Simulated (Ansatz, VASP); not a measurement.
# C in VASP and in Ansatz

```
C
1.0
     2.44594    0.00000    0.00000
    -1.22297    2.11825    0.00000
     0.00000    0.00000    6.77437
C
4
Direct
  0.00000 0.00000 0.25000
  0.00000 0.00000 0.75000
  0.33333 0.66667 0.25000
  0.66667 0.33333 0.75000
```

Alike in both runs: functional LDA; k mesh 21 × 21 × 6; occupations fermi-dirac, width 0.15 eV; no spin polarisation.

Ansatz relaxed the structure, and its values are those at the end. VASP's run is a single point on that final structure, the one shown.

|  | VASP | Ansatz |
| --- | --- | --- |
| version | VASP 6.6.1 | Ansatz 0.2.0 |
| potentials or method | VASP PAW LDA potentials, release 64 (C) | scalar-relativistic, plane waves, PAW |
| plane-wave cutoff (eV) | 520 | 420 |
| valence electrons in the cell | 16 | 16 |

|  | VASP | Ansatz | Ansatz less VASP |
| --- | --- | --- | --- |
| gap on the k mesh at the Fermi level (eV) | none | none | - |
| pressure (GPa) | 0.3 | -0.5 | -0.79 |

A gap of «none» marks a metal or a gap that the smearing closes.
